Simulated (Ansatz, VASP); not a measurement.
Two plane-wave programs on Zn

Contents of INCAR:

```
SYSTEM = Zn
  PREC = Accurate
  ENCUT = 520
  EDIFF = 1E-7
  ISMEAR = 0
  SIGMA = 0.1
  LREAL = .False.
  LASPH = .True.
  NELM = 60
  ALGO = Normal
  ISIF = 2
  LWAVE = .False.
  LCHARG = .True.
  GGA = PE
  LELF = .True.
  LVHAR = .True.
  NBANDS = 12
```

Contents of KPOINTS:

```
Automatic mesh
0
Gamma
  18 18 18
  0 0 0
```

File POSCAR:

```
Zn
1.0
    0.0000000000      2.0278146706      2.0278146706
    2.0278146706      0.0000000000      2.0278146706
    2.0278146706      2.0278146706      0.0000000000
Zn
1
Direct
    0.0000000000      0.0000000000      0.0000000000
```

Input for Ansatz:

```yaml
crystal:
  lattice:
    - [0.0, 2.0278146706, 2.0278146706]
    - [2.0278146706, 0.0, 2.0278146706]
    - [2.0278146706, 2.0278146706, 0.0]
  atoms:
    - { symbol: Zn, position: [0.0, 0.0, 0.0] }
basis:
  ecutwfc: 420
kpoints:
  mp_grid: { grid: [18, 18, 18] }
hamiltonian:
  xc: pbe
scf:
  occupations: { method: gaussian, width: 0.1 }
output:
  forces: true
  stress: true
  eigenvalues: true
```

Alike in both runs: task single point; functional PBE; k mesh 18 × 18 × 18; occupations gaussian, width 0.1 eV; no spin polarisation.

```csv
,VASP,Ansatz
version,VASP 6.6.1,Ansatz 0.2.0
potentials or method,"VASP PAW PBE potentials, release 64 (Zn)","scalar-relativistic, plane waves, PAW"
plane-wave cutoff (eV),520,420
valence electrons in the cell,12,12
```

|  | VASP | Ansatz | Ansatz less VASP |
| --- | --- | --- | --- |
| gap on the k mesh at the Fermi level (eV) | none | none | - |
| pressure (GPa) | -4.9 | -5.1 | -0.20 |

A gap of «none» marks a metal or a gap that the smearing closes.
